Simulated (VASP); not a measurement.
# Al6H in VASP: a series of runs, part 2 of 2

VASP 6.6.1.

## 4. Single point, PBE

INCAR reads:

```
SYSTEM = Al6H
  ALGO = Fast
  DIPOL = 0.5 0.5 0.304
  EDIFF = 1E-6
  ENCUT = 520
  GGA = PE
  IDIPOL = 3
  ISIF = 2
  ISMEAR = 0
  LASPH = .TRUE.
  LCHARG = .FALSE.
  LDIPOL = .TRUE.
  LREAL = .FALSE.
  LWAVE = .FALSE.
  NBANDS = 32
  NELM = 60
  PREC = Accurate
  SIGMA = 0.1
```

KPOINTS reads:

```
k-points
0
G
  6 6 1
  0 0 0
```

POSCAR reads:

```
Al6H
1.0
    5.7143028096      0.0000000000      0.0000000000
   -2.8571514048      4.9487313980      0.0000000000
    0.0000000000      0.0000000000     22.6016424997
Al H
12 2
Direct
    0.3333333333      0.1666666667      0.1769782882
    0.3333333333      0.6666666667      0.1769782882
    0.8333333333      0.1666666667      0.1769782882
    0.8333333333      0.6666666667      0.1769782882
    0.1666666667      0.3333333333      0.2787817902
    0.1666666667      0.8333333333      0.2787817902
    0.6666666667      0.3333333333      0.2787817902
    0.6666666667      0.8333333333      0.2787817902
    0.0000000000      0.0000000000      0.3805759913
    0.0000000000      0.5000000000      0.3805759913
    0.5000000000      0.0000000000      0.3805759913
    0.5000000000      0.5000000000      0.3805759913
    0.1715463173      0.1666666667      0.4571191010
    0.4951203493      0.1666666667      0.4571191010
```

Potentials or basis: VASP PAW PBE potentials, release 64 (Al, H).

Started as:

```console
cat potpaw_PBE.64/Al/POTCAR potpaw_PBE.64/H/POTCAR > POTCAR
mpirun -np 1 vasp_std > vasp.out
```

OUTCAR:

```text
SYSTEM = Al6H
   EDIFF = 1E-6
   ENCUT = 520
   GGA = PE
   ISIF = 2
   ISMEAR = 0
   LASPH = .TRUE.
   LREAL = .FALSE.
   NELM = 60
   PREC = Accurate

 ion  position               nearest neighbor table
   1  0.333  0.167  0.177-   5 2.83   6 2.83   7 2.83   4 2.86   2 2.86   2 2.86   4 2.86   3 2.86
                             3 2.86
   2  0.333  0.667  0.177-   6 2.83   5 2.83   8 2.83   3 2.86   1 2.86   1 2.86   3 2.86   4 2.86
                             4 2.86
   3  0.833  0.167  0.177-   7 2.83   8 2.83   5 2.83   4 2.86   2 2.86   4 2.86   2 2.86   1 2.86
                             1 2.86
   4  0.833  0.667  0.177-   8 2.83   7 2.83   6 2.83   3 2.86   1 2.86   3 2.86   1 2.86   2 2.86
                             2 2.86
   5  0.167  0.333  0.279-   9 2.83  12 2.83  10 2.83   1 2.83   2 2.83   3 2.83   8 2.86   6 2.86
                             6 2.86   8 2.86   7 2.86   7 2.86
   6  0.167  0.833  0.279-  10 2.83  11 2.83   9 2.83   2 2.83   1 2.83   4 2.83   7 2.86   5 2.86
                             5 2.86   7 2.86   8 2.86   8 2.86
   7  0.667  0.333  0.279-  11 2.83  10 2.83  12 2.83   3 2.83   4 2.83   1 2.83   8 2.86   6 2.86
                             8 2.86   6 2.86   5 2.86   5 2.86
[... 674 lines left out ...]
  -------------------------------------------------------------------------------------
  Total       -2.4313161     -4.4009350     -2.3096310      0.0000000     -1.7057134      0.0000000
  in kB       -6.0947357    -11.0321055     -5.7896998      0.0000000     -4.2758210      0.0000000
  external PRESSURE =      -7.6388470 kB  Pullay stress =       0.0000000 kB

 VOLUME and BASIS-vectors are now :
 -----------------------------------------------------------------------------
  energy-cutoff  :      520.00
  volume of cell :      639.14
      direct lattice vectors                 reciprocal lattice vectors
     5.714302810  0.000000000  0.000000000     0.174999476  0.101035995  0.000000000
    -2.857151405  4.948731398  0.000000000     0.000000000  0.202071990  0.000000000
     0.000000000  0.000000000 22.601642500     0.000000000  0.000000000  0.044244572

 POSITION                                       TOTAL-FORCE (eV/Angst)
 -----------------------------------------------------------------------------------
      1.42858      0.82479      4.00000         0.000000     -0.012307     -0.102587
     -0.00000      3.29915      4.00000        -0.023984      0.003768     -0.174043
      4.28573      0.82479      4.00000         0.000000      0.021895     -0.122219
      2.85715      3.29915      4.00000         0.023984      0.003768     -0.174043
      0.00000      1.64958      6.30093        -0.018598      0.157207      0.140532
     -1.42858      4.12394      6.30093        -0.000000     -0.113056      0.042625
      2.85715      1.64958      6.30093         0.018598      0.157207      0.140532
      1.42858      4.12394      6.30093         0.000000     -0.100626     -0.073599
      0.00000      0.00000      8.60164         0.006189      0.292865      1.274352
     -1.42858      2.47437      8.60164        -0.000000      0.120012     -0.026234
      2.85715      0.00000      8.60164        -0.006189      0.292865      1.274352
      1.42858      2.47437      8.60164         0.000000     -0.017408      0.311988
      0.50408      0.82479     10.33164        -0.327316     -0.403096     -1.255828
      2.35308      0.82479     10.33164         0.327316     -0.403096     -1.255828
 -----------------------------------------------------------------------------------
    total drift:                               -0.000000     -0.000084      0.000122

  FREE ENERGIE OF THE ION-ELECTRON SYSTEM (eV)
  ---------------------------------------------------
  free  energy   TOTEN  =       -47.2371321495 eV

  energy  without entropy=      -47.2170312830  energy(sigma->0) =      -47.22708172

 vacuum level on the upper side and lower side of the slab         4.414         3.484
```

OSZICAR:

```text
N       E                     dE             d eps       ncg     rms          rms(c)
DAV:   1     0.128393629098E+03    0.12839E+03   -0.11311E+04   832   0.830E+02
DAV:   2    -0.397000233573E+02   -0.16809E+03   -0.16210E+03  1152   0.145E+02
DAV:   3    -0.488418639213E+02   -0.91418E+01   -0.89067E+01  1056   0.339E+01
[... 17 lines left out ...]
RMM:  21    -0.472371206815E+02   -0.17248E-04   -0.14145E-06   792   0.385E-03    0.695E-04
RMM:  22    -0.472371284467E+02   -0.77652E-05   -0.65850E-07   749   0.285E-03    0.463E-04
RMM:  23    -0.472371307494E+02   -0.23027E-05   -0.16541E-07   563   0.208E-03    0.509E-04
RMM:  24    -0.472371318485E+02   -0.10990E-05   -0.91363E-08   497   0.168E-03    0.117E-04
RMM:  25    -0.472371321495E+02   -0.30099E-06   -0.33236E-08   338   0.142E-03
   1 F= -.47237132E+02 E0= -.47227082E+02  d E =-.201009E-01
```

It took 6.2 min on 1 thread of Intel Xeon 6975P-C (Granite Rapids), shared host; peak memory 0.71 GiB.

What came out:

* Free energy: -47.2371 eV
* Largest force: 1.359 eV/Å
* Band gap on the k mesh: none (metal or under the smearing width)

Forces in eV/Å, atoms in the order of the input:
```
Al   0.000 -0.012 -0.103
Al  -0.024  0.004 -0.174
Al   0.000  0.022 -0.122
Al   0.024  0.004 -0.174
Al  -0.019  0.157  0.141
Al   0.000 -0.113  0.043
Al   0.019  0.157  0.141
Al   0.000 -0.101 -0.074
Al   0.006  0.293  1.274
Al   0.000  0.120 -0.026
Al  -0.006  0.293  1.274
Al   0.000 -0.017  0.312
H   -0.327 -0.403 -1.256
H    0.327 -0.403 -1.256
```

## 5. Single point, PBE

INCAR reads:

```
  PREC = Accurate
  ENCUT = 520
  EDIFF = 1E-6
  ISMEAR = 0
  SIGMA = 0.1
  LREAL = F
  LASPH = T
  NELM = 60
  ALGO = Fast
  ISIF = 2
  LWAVE = F
  LCHARG = T
  LDIPOL = T
  IDIPOL = 3
  DIPOL = 0.5 0.5 0.310
  GGA = PE
  LELF = T
  LVHAR = T
  LVACPOTAV = T
  NBANDS = 32
```

KPOINTS reads:

```
Automatic mesh
0
Gamma
  6 6 1
```

POSCAR, as its differences from that of step 4:

```diff
@@ -20,3 +20,3 @@
     0.5000000000      0.5000000000      0.3805759913
-    0.1715463173      0.1666666667      0.4571191010
-    0.4951203493      0.1666666667      0.4571191010
+    0.2529210739      0.1666666667      0.4956118786
+    0.4137455928      0.1666666667      0.4956118786
```

Potentials or basis: VASP PAW PBE potentials, release 64 (Al, H).

Started as:

```console
cat potpaw_PBE.64/Al/POTCAR potpaw_PBE.64/H/POTCAR > POTCAR
mpirun -np 1 vasp_std > vasp.out
```

OUTCAR:

```text
PREC = Accurate
   ENCUT = 520
   EDIFF = 1E-6
   ISMEAR = 0
   LREAL = F
   LASPH = T
   NELM = 60
   ISIF = 2
   GGA = PE

 ion  position               nearest neighbor table
   1  0.333  0.167  0.177-   5 2.83   6 2.83   7 2.83   4 2.86   2 2.86   2 2.86   4 2.86   3 2.86
                             3 2.86
   2  0.333  0.667  0.177-   6 2.83   5 2.83   8 2.83   3 2.86   1 2.86   1 2.86   3 2.86   4 2.86
                             4 2.86
   3  0.833  0.167  0.177-   7 2.83   8 2.83   5 2.83   4 2.86   2 2.86   4 2.86   2 2.86   1 2.86
                             1 2.86
   4  0.833  0.667  0.177-   8 2.83   7 2.83   6 2.83   3 2.86   1 2.86   3 2.86   1 2.86   2 2.86
                             2 2.86
   5  0.167  0.333  0.279-   9 2.83  12 2.83  10 2.83   1 2.83   2 2.83   3 2.83   8 2.86   6 2.86
                             6 2.86   8 2.86   7 2.86   7 2.86
   6  0.167  0.833  0.279-  10 2.83  11 2.83   9 2.83   2 2.83   1 2.83   4 2.83   7 2.86   5 2.86
                             5 2.86   7 2.86   8 2.86   8 2.86
   7  0.667  0.333  0.279-  11 2.83  10 2.83  12 2.83   3 2.83   4 2.83   1 2.83   8 2.86   6 2.86
                             8 2.86   6 2.86   5 2.86   5 2.86
   8  0.667  0.833  0.279-  12 2.83   9 2.83  11 2.83   4 2.83   3 2.83   2 2.83   7 2.86   5 2.86
                             7 2.86   5 2.86   6 2.86   6 2.86
   9  0.000  0.000  0.381-   5 2.83   8 2.83   6 2.83  10 2.86  12 2.86  10 2.86  12 2.86  11 2.86
                            11 2.86
  10  0.000  0.500  0.381-   6 2.83   7 2.83   5 2.83   9 2.86  11 2.86   9 2.86  11 2.86  12 2.86
                            12 2.86
  11  0.500  0.000  0.381-   7 2.83   6 2.83   8 2.83  10 2.86  12 2.86  12 2.86  10 2.86   9 2.86
                             9 2.86
  12  0.500  0.500  0.381-   8 2.83   5 2.83   7 2.83   9 2.86  11 2.86  11 2.86   9 2.86  10 2.86
                            10 2.86
  13  0.253  0.167  0.496-
  14  0.414  0.167  0.496-

  LATTYP: Found a hexagonal cell.
 ALAT       =     5.7143028096
 C/A-ratio  =     3.9552756045

  Lattice vectors:

 A1 = (   5.7143028096,   0.0000000000,   0.0000000000)
 A2 = (  -2.8571514048,   4.9487313980,   0.0000000000)
 A3 = (   0.0000000000,   0.0000000000,  22.6016424997)

Analysis of symmetry for initial positions (statically):
=====================================================================
 Subroutine PRICEL returns:
 Original cell was already a primitive cell.

 Routine SETGRP: Setting up the symmetry group for a
 hexagonal supercell.

 Subroutine GETGRP returns: Found  2 space group operations
 (whereof  1 operations were pure point group operations)
 out of a pool of 24 trial point group operations.

The static configuration has the point symmetry C_1 .
 The point group associated with its full space group is C_1h.

Analysis of symmetry for dynamics (positions and initial velocities):
=====================================================================
 Subroutine PRICEL returns:
 Original cell was already a primitive cell.

 Routine SETGRP: Setting up the symmetry group for a
 hexagonal supercell.

 Subroutine GETGRP returns: Found  2 space group operations
 (whereof  1 operations were pure point group operations)
 out of a pool of 24 trial point group operations.

The dynamic configuration has the point symmetry C_1 .
 The point group associated with its full space group is C_1h.

 Subroutine INISYM returns: Found  2 space group operations
 (whereof  1 operations are pure point group operations),
[... 104 lines left out ...]
   LSORBIT =      F    spin-orbit coupling
   LASPH  =      T    aspherical Exc in radial PAW
   ENCUT  =  520.0 eV  38.22 Ry    6.18 a.u.  10.62 10.62 42.02*2*pi/ulx,y,z
   NELM   =     60;   NELMIN=  2; NELMDL= -5     # of ELM steps
   EDIFF  = 0.1E-05   stopping-criterion for ELM
   LREAL  =      F    real-space projection
   EDIFFG = 0.1E-04   stopping-criterion for IOM
   NSW    =      0    number of steps for IOM
   IBRION =     -1    ionic relax: 0-MD 1-quasi-New 2-CG
   NFREE  =      0    steps in history (QN), initial steepest desc. (CG)
   ISIF   =      2    stress and relaxation
   ISYM   =      2    0-nonsym 1-usesym 2-fastsym
   POTIM  = 0.5000    time-step for ionic-motion
   TEBEG  =    0.0;   TEEND  =   0.0 temperature during run
   PSTRESS=    0.0 pullay stress
   NELECT =      38.0000    total number of electrons
   NUPDOWN=      -1.0000    fix difference up-down
   EMIN   =  10.00;   EMAX   =-10.00  energy-range for DOS
   EFERMI =   0.00;   METHOD = LEGACY
   ISMEAR =     0;   SIGMA  =   0.10  broadening in eV -4-tet -1-fermi 0-gaus
   EFERMI_NEDOS =   21; number of points for ismear=-14 and -15
   IALGO  =     68    algorithm
   IMIX   =      4    mixing-type and parameters
     AMIX     =   0.40;   BMIX     =  1.00
     AMIX_MAG =   1.60;   BMIX_MAG =  1.00
  volume/ion in A,a.u.               =      45.65       308.08
  Fermi-wavevector in a.u.,A,eV,Ry     =   0.638955  1.207450  5.554763  0.408264
  Thomas-Fermi vector in A             =   1.704469
   LORBIT       =      0    0 simple, 1 ext, 2 COOP (PROOUT), +10 PAW based schemes
   GGA     = PE    functional components
   LHFCALC =     F    Hartree Fock is set to
   AEXX    =    0.0000 exact exchange contribution
   IVDW    =     0    specifies the selected vdW correction
   LEPSILON=     F    determine dielectric tensor
   LRPA    =     F    only Hartree local field effects (RPA)
 non-spin polarized calculation
 RMM-DIIS sequential band-by-band and
 Gauss-broadening in eV      SIGMA  =   0.10
  energy-cutoff  :      520.00
  volume of cell :      639.14
 maximum number of plane-waves:     17305
   NGX = 21   NGY = 21   NGZ = 85

 dipolmoment           0.000000      0.000000      0.000028 electrons x Angstroem

 number of electron      38.0000001 magnetization

 dipolmoment           0.000000      0.000000     -0.000981 electrons x Angstroem

 Free energy of the ion-electron system (eV)
  ---------------------------------------------------
  ext. energy  EPLUGINS =         0.00000000
  ---------------------------------------------------
  free energy    TOTEN  =       -48.44534801 eV

  energy without entropy =      -48.41150136  energy(sigma->0) =      -48.42842468

 E-fermi :  -0.1533     XC(G=0):  -4.1329

 val. band max:       -0.1614639934   @ k =   0.5000   0.3333   0.0000
 cond. band min:      -0.1229138094   @ k =   0.1667   0.1667   0.0000
 fundamental gap:      0.0385501840
 Fermi energy:        -0.1533417830

 k-point     1 :       0.0000    0.0000    0.0000
  band No.  band energies     occupation
      1     -10.7164      2.00000
      2      -9.0290      2.00000
      3      -6.7273      2.00000
      4      -5.8738      2.00000
      5      -4.8398      2.00000
      6      -4.8392      2.00000
[... 431 lines left out ...]
     30       3.1597      0.00000
     31       3.2919      0.00000
 [bands above 31 left out]

------------------------ aborting loop because EDIFF is reached ----------------------------------------

  FORCE on cell =-STRESS in cart. coord.  units (eV):
  Direction    XX          YY          ZZ          XY          YZ          ZX
  --------------------------------------------------------------------------------------
  -------------------------------------------------------------------------------------
  Total       -6.0705151     -3.1053479      1.1733731      0.0000000     -0.0251519      0.0000000
  in kB      -15.2173487     -7.7843743      2.9413695      0.0000000     -0.0630500      0.0000000
  external PRESSURE =      -6.6867845 kB  Pullay stress =       0.0000000 kB

 VOLUME and BASIS-vectors are now :
 -----------------------------------------------------------------------------
  energy-cutoff  :      520.00
  volume of cell :      639.14
      direct lattice vectors                 reciprocal lattice vectors
     5.714302810  0.000000000  0.000000000     0.174999476  0.101035995  0.000000000
    -2.857151405  4.948731398  0.000000000     0.000000000  0.202071990  0.000000000
     0.000000000  0.000000000 22.601642500     0.000000000  0.000000000  0.044244572

 POSITION                                       TOTAL-FORCE (eV/Angst)
 -----------------------------------------------------------------------------------
      1.42858      0.82479      4.00000         0.000000      0.004188     -0.019899
     -0.00000      3.29915      4.00000        -0.011265     -0.011369     -0.012031
      4.28573      0.82479      4.00000         0.000000      0.019559     -0.009295
      2.85715      3.29915      4.00000         0.011265     -0.011369     -0.012031
      0.00000      1.64958      6.30093         0.020583     -0.001457     -0.027310
     -1.42858      4.12394      6.30093        -0.000000      0.019095     -0.031643
      2.85715      1.64958      6.30093        -0.020583     -0.001457     -0.027310
      1.42858      4.12394      6.30093         0.000000     -0.005861      0.034307
      0.00000      0.00000      8.60164        -0.000693     -0.010642     -0.082197
     -1.42858      2.47437      8.60164         0.000000      0.007857      0.036521
      2.85715      0.00000      8.60164         0.000693     -0.010642     -0.082197
      1.42858      2.47437      8.60164         0.000000      0.000814     -0.090224
      0.96908      0.82479     11.20164         3.301845      0.000642      0.161655
      1.88808      0.82479     11.20164        -3.301845      0.000642      0.161655
 -----------------------------------------------------------------------------------
    total drift:                               -0.000000      0.000020     -0.000066

  FREE ENERGIE OF THE ION-ELECTRON SYSTEM (eV)
  ---------------------------------------------------
  free  energy   TOTEN  =       -48.4453480053 eV

  energy  without entropy=      -48.4115013590  energy(sigma->0) =      -48.42842468

 vacuum level on the upper side and lower side of the slab         3.795         3.802
```

It took 5.5 min on 1 thread of Intel Xeon 6975P-C (Granite Rapids), shared host; peak memory 0.71 GiB.

What came out:

```yaml
Free_energy: -48.4453 eV
Largest_force: 3.306 eV/Å
Band_gap_on_the_k_mesh: none (metal or under the smearing width)
Work_function_of_the_upper_face: 3.95 eV
Work_function_of_the_lower_face: 3.96 eV
```

Forces on the atoms (eV/Å):
```
Al   0.000  0.004 -0.020
Al  -0.011 -0.011 -0.012
Al   0.000  0.020 -0.009
Al   0.011 -0.011 -0.012
Al   0.021 -0.001 -0.027
Al   0.000  0.019 -0.032
Al  -0.021 -0.001 -0.027
Al   0.000 -0.006  0.034
Al  -0.001 -0.011 -0.082
Al   0.000  0.008  0.037
Al   0.001 -0.011 -0.082
Al   0.000  0.001 -0.090
H    3.302  0.001  0.162
H   -3.302  0.001  0.162
```
